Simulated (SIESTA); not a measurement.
# Nb under changes of volume

One of the cells (18.428 Å³/atom); the others are scaled copies at fixed shape and fractional positions:

```xyz
1
Lattice="-1.6640 1.6640 1.6640 1.6640 -1.6640 1.6640 1.6640 1.6640 -1.6640" Properties=species:S:1:pos:R:3 pbc="T T T"
Nb    0.0000    0.0000    0.0000
```

| Item | Value |
| --- | --- |
| Program | SIESTA 5.4.2 |
| Functional | LDA |
| Potentials or basis | PseudoDojo 0.4 standard (LDA files) |
| Basis | DZP (energy shift 0.003 Ry; two zetas on semicore shells) |
| Grid cutoff | 800 Ry |
| Energy shift | 0.003 Ry |
| k mesh | 11 × 11 × 11 |
| Occupations | fermi-dirac, width 0.05 eV |
| Spin | no spin polarisation |

```csv
volume (Å³/atom),energy over the lowest point (meV/atom),pressure (GPa)
17.322,0.00,0.6
17.691,3.39,-3.3
18.060,15.29,-6.9
18.428,34.98,-10.2
18.797,61.80,-13.1
19.165,95.07,-15.8
19.534,?,?
```

What does the run at 19.534 Å³/atom give?

Energy over the lowest point 134.13 meV/atom; pressure -18.2 GPa.

Worked out: A Birch-Murnaghan fit of order 3 (a polynomial in V^(-2/3)) to the other rows has its minimum at 17.37 Å³/atom with B0 = V·E''(V) = 189 GPa and B' = 3.3. It gives 134.37 meV/atom at 19.534 Å³/atom, against the run's 134.13, and -dE/dV = -18.3 GPa, against -18.2.

Energies are extrapolated to zero smearing.

Caveats: the basis of atomic orbitals isn't converged, which shifts pressures, moduli and gaps.
